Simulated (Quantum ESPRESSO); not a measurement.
# ZnO (zincite) (P6_3mc) in Quantum ESPRESSO: reference runs, part 2 of 2

Quantum ESPRESSO 7.5. The steps go on from the part before.

## 3. Single point, PBE (atoms moved at random, drawn with an rms of 0.05 Å)

The input, pw.in:

```
&CONTROL
  calculation = 'scf'
  prefix = 'pwscf'
  outdir = './tmp'
  pseudo_dir = './pseudo'
  tprnfor = .true.
  tstress = .true.
  disk_io = 'nowf'
/
&SYSTEM
  ibrav = 0
  nat = 4
  ntyp = 2
  ecutwfc = 55
  ecutrho = 440
  nbnd = 36
  occupations = 'smearing'
  smearing = 'fd'
  degauss = 0.00367493
/
&ELECTRONS
  conv_thr = 8d-10
  electron_maxstep = 120
  mixing_beta = 0.5
/
ATOMIC_SPECIES
Zn    65.3800 Zn_pbe_v1.uspp.F.UPF
O     15.9990 O.pbe-n-kjpaw_psl.0.1.UPF
CELL_PARAMETERS angstrom
   3.2493080000    0.0000000000    0.0000000000
  -1.6246540000    2.8139832727    0.0000000000
   0.0000000000    0.0000000000    5.2057090000
ATOMIC_POSITIONS crystal
Zn     0.6695610000    0.3413150000   -0.0076450000
Zn     0.3193350000    0.6515870000    0.5141600000
O      0.3316920000    0.6765420000    0.8878760000
O      0.6806100000    0.3351250000    0.3848630000
K_POINTS automatic
9 9 5 0 0 0
```

Potentials or basis: SSSP 1.3 efficiency PBE.

On the command line:

```bash
> OMP_NUM_THREADS=1 pw.x -in pw.in > pw.out
```

pw.out:

```text
This program is part of the open-source Quantum ESPRESSO suite
     for quantum simulation of materials; please cite
         "P. Giannozzi et al., J. Phys.:Condens. Matter 21 395502 (2009);
         "P. Giannozzi et al., J. Phys.:Condens. Matter 29 465901 (2017);
         "P. Giannozzi et al., J. Chem. Phys. 152 154105 (2020);
     in publications or presentations arising from this work. More details at

     file O.pbe-n-kjpaw_psl.0.1.UPF: wavefunction(s)  2P renormalized

     G-vector sticks info
     --------------------
     sticks:   dense  smooth     PW     G-vecs:    dense   smooth      PW
     Sum        1147     583    163                50111    17777    2875

     Using Slab Decomposition

     bravais-lattice index     =            0
     lattice parameter (alat)  =       6.1403  a.u.
     unit-cell volume          =     321.2099 (a.u.)^3
     number of atoms/cell      =            4
     number of atomic types    =            2
     number of electrons       =        52.00
     number of Kohn-Sham states=           36
     kinetic-energy cutoff     =      55.0000  Ry
     charge density cutoff     =     440.0000  Ry
     scf convergence threshold =      8.0E-10
     mixing beta               =       0.5000
     number of iterations used =            8  plain     mixing
     Exchange-correlation= SLA  PW   PBX  PBC
                           (   1   4   3   4   0   0   0)

     celldm(1)=   6.140302  celldm(2)=   0.000000  celldm(3)=   0.000000
     celldm(4)=   0.000000  celldm(5)=   0.000000  celldm(6)=   0.000000

     crystal axes: (cart. coord. in units of alat)
               a(1) = (   1.000000   0.000000   0.000000 )
               a(2) = (  -0.500000   0.866025   0.000000 )
               a(3) = (   0.000000   0.000000   1.602098 )

     reciprocal axes: (cart. coord. in units 2 pi/alat)
               b(1) = (  1.000000  0.577350 -0.000000 )
               b(2) = (  0.000000  1.154701  0.000000 )
               b(3) = (  0.000000 -0.000000  0.624182 )

     PseudoPot. # 1 for Zn read from file:
     Zn_pbe_v1.uspp.F.UPF
     Pseudo is Ultrasoft, Zval = 20.0
     Generated by new atomic code, or converted to UPF format
     Using radial grid of  943 points,  6 beta functions with:
                l(1) =   0
                l(2) =   0
                l(3) =   1
                l(4) =   1
                l(5) =   2
                l(6) =   2
     Q(r) pseudized with  8 coefficients,  rinner =    1.100   1.100   1.100
                                                       1.100   1.100

     PseudoPot. # 2 for O  read from file:
     O.pbe-n-kjpaw_psl.0.1.UPF
     Pseudo is Projector augmented-wave + core cor, Zval =  6.0
     Generated using "atomic" code by A. Dal Corso  v.5.0.99 svn rev. 10869
     Shape of augmentation charge: BESSEL
     Using radial grid of 1095 points,  4 beta functions with:
                l(1) =   0
                l(2) =   0
                l(3) =   1
                l(4) =   1
     Q(r) pseudized with 0 coefficients

     atomic species   valence    mass     pseudopotential
     Zn               20.00    65.38000     Zn( 1.00)
     O                 6.00    15.99900     O ( 1.00)

     No symmetry found

   Cartesian axes

     site n.     atom                  positions (alat units)
         1        Zn     tau(   1) = (   0.4989035   0.2955875  -0.0122480  )
         2        Zn     tau(   2) = (  -0.0064585   0.5642909   0.8237346  )
         3        O      tau(   3) = (  -0.0065790   0.5859026   1.4224641  )
         4        O      tau(   4) = (   0.5130475   0.2902268   0.6165881  )

     number of k points=   203  Fermi-Dirac smearing, width (Ry)=  0.0037

     Number of k-points >= 100: set verbosity='high' to print them.

     Dense  grid:    50111 G-vectors     FFT dimensions: (  45,  45,  72)

     Smooth grid:    17777 G-vectors     FFT dimensions: (  30,  30,  48)

     Initial potential from superposition of free atoms

     starting charge      51.9997, renormalised to      52.0000
     Starting wfcs are   34 randomized atomic wfcs +    2 random wfcs

     Self-consistent Calculation

     iteration #  1     ecut=    55.00 Ry     beta= 0.50
     Davidson diagonalization with overlap
     ethr =  1.00E-02,  avg # of iterations =  4.2

     total energy              =   -1006.24696131 Ry
     estimated scf accuracy    <       0.84686177 Ry

     iteration #  2     ecut=    55.00 Ry     beta= 0.50
     Davidson diagonalization with overlap
     ethr =  1.63E-03,  avg # of iterations =  2.0

     total energy              =   -1006.49508355 Ry
     estimated scf accuracy    <       0.36732206 Ry

     iteration #  3     ecut=    55.00 Ry     beta= 0.50
     Davidson diagonalization with overlap
     ethr =  7.06E-04,  avg # of iterations =  2.0
[... 43 lines left out ...]
     total energy              =   -1006.56462018 Ry
     estimated scf accuracy    <       0.00000003 Ry

     iteration # 10     ecut=    55.00 Ry     beta= 0.50
     Davidson diagonalization with overlap
     ethr =  5.38E-11,  avg # of iterations =  1.0

     total energy              =   -1006.56462018 Ry
     estimated scf accuracy    <          4.1E-09 Ry

     iteration # 11     ecut=    55.00 Ry     beta= 0.50
     Davidson diagonalization with overlap
     ethr =  7.97E-12,  avg # of iterations =  2.0

     End of self-consistent calculation

     Number of k-points >= 100: set verbosity='high' to print the bands.

     the Fermi energy is     9.2728 ev

!    total energy              =   -1006.56462018 Ry
     estimated scf accuracy    <          1.0E-10 Ry
     smearing contrib. (-TS)   =      -0.00000032 Ry
     internal energy E=F+TS    =   -1006.56461986 Ry

     The total energy is F=E-TS. E is the sum of the following terms:
     one-electron contribution =    -806.65581707 Ry
     hartree contribution      =     425.33869269 Ry
     xc contribution           =     -99.52339243 Ry
     ewald contribution        =    -506.69578466 Ry
     one-center paw contrib.   =     -19.02831839 Ry

     convergence has been achieved in  11 iterations

     Forces acting on atoms (cartesian axes, Ry/au):

     atom    1 type  1   force =    -0.00584359    0.00065873    0.03407925
     atom    2 type  1   force =     0.01993968    0.01356858   -0.03117619
     atom    3 type  2   force =     0.00825377   -0.00171872    0.00232388
     atom    4 type  2   force =    -0.02234986   -0.01250860   -0.00522695

     Total force =     0.059240     Total SCF correction =     0.000022

     Computing stress (Cartesian axis) and pressure

          total   stress  (Ry/bohr**3)                   (kbar)     P=       56.30
   0.00044791   0.00015498   0.00005735           65.89       22.80        8.44
   0.00015498   0.00033273   0.00006177           22.80       48.95        9.09
   0.00005735   0.00006177   0.00036748            8.44        9.09       54.06

=------------------------------------------------------------------------------=
   JOB DONE.
=------------------------------------------------------------------------------=
```

Run time: 4.4 min. Hardware: 1 thread of Arm Neoverse V1, shared host; peak memory 0.46 GiB.

Results:

| Property | Result |
| --- | --- |
| Free energy | -13695.0093 eV |
| Pressure | 5.6 GPa |
| Largest force | 1.013 eV/Å |
| Band gap on the k mesh | 0.77 eV, direct |

Forces in eV/Å, atoms in the order of the input:
```
Zn  -0.150  0.017  0.876
Zn   0.513  0.349 -0.802
O    0.212 -0.044  0.060
O   -0.575 -0.322 -0.134
```

## 4. How close it comes

Step 2. Measured gap of ZnO: 3.37 eV (quoted in “Electronic structure of alkaline earth and post-transition metal oxides”, 2009, arxiv:0908.1581). This calculation gives 0.80 eV (-2.57 eV). So large a miss can be the level of theory's own, or it may mean another phase, state or a wrong row. The value is that of PBE, without temperature or zero-point motion. Semilocal functionals fall short of measured gaps as a rule.
